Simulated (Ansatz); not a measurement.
This log comes from Ansatz, run on CdS in the 4H polytype structure. It starts from the PBE minimum.

The cell given to it:
```
CELL_PARAMETERS angstrom
4.19354 0.00000 0.00000
-2.09677 3.63171 0.00000
0.00000 0.00000 13.67071
ATOMIC_POSITIONS crystal
Cd 0.00000 0.00000 0.99972
Cd 0.33333 0.66667 0.24992
Cd 0.00000 0.00000 0.49972
Cd 0.66667 0.33333 0.74992
S 0.00000 0.00000 0.18759
S 0.33333 0.66667 0.43777
S 0.00000 0.00000 0.68759
S 0.66667 0.33333 0.93777
```

What the program printed (shortened):
```
Functional definition: SPW92
Crystal: 8 atoms, lattice volume = 208.201 Å³
Basis set: ecut = 420 eV, 3987 PW (Γ)
Bands: 63, of which v1, the nominal top of the filled ones, is band 52 counted from 1 (51 counted from 0)
Symmetry: 12 space group operations
Space group: P63mc (ITA 186)
k-points: 14 of 72
preconditioner: auto → Resta (q_TF=auto, 2.430 Å⁻¹)  ε∞=4.9  [insulator: Δε(μ)=0.688 eV  σ=0.020 eV  ℏωp=21.8 eV]
SCF 1 converged in 7 iterations: F = -35954.291417 eV  dr2 = 2.51e-8
relax step 1: F+E_penalty+E_count = -35954.29141667 eV  max|allowed force component| = 2.368e-3 eV/Å  Δτ_max = 0.0000 Å  P = -4.853 GPa  Ω = 208.201 Å³
SCF 2 converged in 6 iterations: F = -35954.569782 eV  dr2 = 1.49e-7
relax step 2: F+E_penalty+E_count = -35954.56978172 eV  max|allowed force component| = 4.684e-3 eV/Å  Δτ_max = 0.0006 Å  P = +1.108 GPa  Ω = 187.802 Å³
SCF 3 converged in 5 iterations: F = -35954.579296 eV  dr2 = 1.56e-7
relax step 3: F+E_penalty+E_count = -35954.57929610 eV  max|allowed force component| = 2.478e-3 eV/Å  Δτ_max = 0.0009 Å  P = -0.179 GPa  Ω = 191.284 Å³
SCF 4 converged in 4 iterations: F = -35954.579631 eV  dr2 = 7.51e-8
relax step 4: F+E_penalty+E_count = -35954.57963133 eV  max|allowed force component| = 3.079e-3 eV/Å  Δτ_max = 0.0007 Å  P = -0.005 GPa  Ω = 190.791 Å³
SCF 5 converged in 6 iterations: F = -35954.577761 eV  dr2 = 1.87e-11
relax step 5: F+E_penalty+E_count = -35954.57776137 eV  max|allowed force component| = 3.064e-3 eV/Å  Δτ_max = 0.0000 Å  P = -0.004 GPa  Ω = 190.791 Å³  (SCF on a basis re-selected at this cell)
Free energy (F): -35954.577761 eV
Fermi energy:    7.703256 eV
--- Forces (eV/Å), atoms counted from 1 ---
  atom   1  Cd      0.00000      0.00000    -0.00270
  atom   2  Cd      0.00000      0.00000    -0.00287
  atom   3  Cd      0.00000      0.00000    -0.00270
  atom   4  Cd      0.00000      0.00000    -0.00287
  atom   5  S       0.00000      0.00000      0.00251
  atom   6  S       0.00000      0.00000      0.00306
  atom   7  S       0.00000      0.00000      0.00251
  atom   8  S       0.00000      0.00000      0.00306
--- Stress (GPa, compression-positive) ---
       -0.010624       0.000000       0.000000
        0.000000      -0.010624       0.000000
        0.000000       0.000000       0.009908
  P = ⅓ Tr σ = -0.0038 GPa (-0.038 kbar)
--- Relaxed structure (4 steps of the walk, 4 accepted, 1 SCFs on fresh bases) ---
  F+E_penalty+E_count = -35954.57776137 eV   max|allowed force component| = 3.064e-3 eV/Å
  cell:  # Å, volume = 190.7914 Å³
    - [4.072440, 0.000000, 0.000000]
    - [-2.036220, 3.526836, 0.000000]
    - [0.000000, 0.000000, 13.283695]
  atoms:
    - { symbol: Cd, position: [0.000000, 0.000000, -0.000180] }
    - { symbol: Cd, position: [0.333333, 0.666667, 0.249944] }
    - { symbol: Cd, position: [0.000000, 0.000000, 0.499820] }
    - { symbol: Cd, position: [0.666667, 0.333333, 0.749944] }
    - { symbol: S, position: [0.000000, 0.000000, 0.187520] }
    - { symbol: S, position: [0.333333, 0.666667, 0.437716] }
    - { symbol: S, position: [0.000000, 0.000000, 0.687520] }
    - { symbol: S, position: [0.666667, 0.333333, 0.937716] }
```

Problem. Which of these blocks stood in the input: relax, gw, phonons, dielectric, magnetization (spin_orbit)?

Solution. relax. The relax steps with a changing cell volume need the relax block with cell.

Problem. Which k mesh was typed?

Solution. 6×6×2, Γ-centred. The answer isn't unique; the calculation gave this one.

Problem. How were the bands filled?

Solution. With smearing of width σ = 0.02 eV (Fermi-Dirac in this run).

Command: `ansatz run input.yaml --threads 4 --pin off --max-ram 7372MiB --backend cpu --events-out ev --progress --plain --runs-dir out`.

Problem. It took 15 s on 4 threads of AMD EPYC 7R43 64-Core Processor (Zen 3), on a shared host. What peak of host memory did it reach?

Solution. About 0.67 GiB.

All values are calculated for a non-magnetic cell, which may be hypothetical.
